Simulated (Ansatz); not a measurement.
# B3As3H2 (flat sheet): the cost of one run

Method: DFT PBE, scalar-relativistic, plane waves, PAW, in Ansatz 0.2.0.

4 further runs of the same task are left out: 4 set aside as unsound or not needed.

**1. The system as given**

Symmetry: P-6m2, No. 187, hexagonal system. The conventional cell has a = 3.384 Å, b = 3.384 Å, c = 23.800 Å, α = 90.00°, β = 90.00°, γ = 120.00°. B (site symmetry -6m2) has 3 As at 1.95 Å in its first shell of neighbours. Around As (site symmetry -6m2) lie 3 B at 1.95 Å.

Structure file:

```xyz
2
Lattice="3.3842 0.0000 0.0000 -1.6921 2.9308 0.0000 0.0000 0.0000 23.8000" Properties=species:S:1:pos:R:3 pbc="T T T"
B     0.0000    1.9538    9.0000
As    1.6921    0.9769    9.0000
```

This sheet was relaxed beforehand with the same method; its gap on the mesh is 0.76 eV.

**2. Building the zigzag ribbon, N = 3 with H caps**

The ribbon is cut from the relaxed sheet, periodic along c; N counts formula units a period. The edge energy is the mean of both edges over the sheet, -2505.6717 eV an atom. Each H cap counts from half an H2 molecule (-15.872 eV in a separate run).

The cell holds 3 B, 3 As, 2 H: a = 18.500 Å, b = 9.300 Å, c = 3.384 Å, α = 90.00°, β = 90.00°, γ = 90.00°.

**3. Relaxation**

Pressure and volume refer to the whole cell with its vacuum; only the period along c may change.

The input, input.yaml:

```yaml
crystal:
  lattice:
    - [18.5, 0.0, 0.0]
    - [0.0, 9.3, 0.0]
    - [0.0, 0.0, 3.3841621112]
  atoms:
    - { symbol: B, position: [0.3769022361, 0.5, 0.0] }
    - { symbol: B, position: [0.5353222555, 0.5, 0.5] }
    - { symbol: B, position: [0.6937422749, 0.5, 0.0] }
    - { symbol: As, position: [0.324095563, 0.5, 0.5] }
    - { symbol: As, position: [0.4825155824, 0.5, 0.0] }
    - { symbol: As, position: [0.6409356017, 0.5, 0.5] }
    - { symbol: H, position: [0.7580665992, 0.5, 0.0] }
    - { symbol: H, position: [0.2419334008, 0.5, 0.5] }
basis:
  ecutwfc: 420
kpoints:
  mp_grid: { grid: [1, 1, 16] }
hamiltonian:
  xc: pbe
scf:
  occupations: { method: gaussian, width: 0.05 }
output:
  forces: true
  stress: true
  eigenvalues: true
  populations: true
  write_density: true
  write_potential: true
  elf: true
  volumetric_format: npy
relax:
  adjacent_minimum: "off"
  f_tol: 0.02
  max_steps: 45
  cell: { fix: [a, b, alpha, beta, gamma], stress_tol: 0.03 }
```

Launch:

```sh
> ansatz run input.yaml --threads 4 --pin off --max-ram 11264MiB --backend cpu --events-out ev --progress --plain --runs-dir out
```

**Question.** How long does this run take on 4 threads of Intel Xeon Platinum 8375C at 2.90GHz (Ice Lake), shared host, and how much memory does it need?

About 27 s, with a peak of 1 GiB.
